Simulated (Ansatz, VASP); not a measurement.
Two plane-wave programs on NaF

```
Na F
1.0
     3.94050    0.00000    0.00000
    -1.97025    3.41257    0.00000
     0.00000    0.00000    4.65634
Na F
2 2
Direct
  0.33333 0.66667 0.25000
  0.66667 0.33333 0.75000
  0.66667 0.33333 0.25000
  0.33333 0.66667 0.75000
```

Alike in both runs: task single point; functional PBE; k mesh 6 × 6 × 4; no spin polarisation.

```csv
,VASP,Ansatz
version,VASP 6.6.1,Ansatz 0.2.0
potentials or method,"VASP PAW PBE potentials, release 64 (Na_pv, F)","plane waves, PAW"
plane-wave cutoff (eV),520,420
occupations,"gaussian, width 0.01 eV",fixed
valence electrons in the cell,28,32
```

Ansatz gave:

* gap on the k mesh at the Fermi level (eV): 5.50
* pressure (GPa): 0.0

Question: Which values does VASP return?

Answer: gap on the k mesh at the Fermi level (eV): 5.48; pressure (GPa): -0.1.

The two sets of potentials don't hold the same shells in valence.
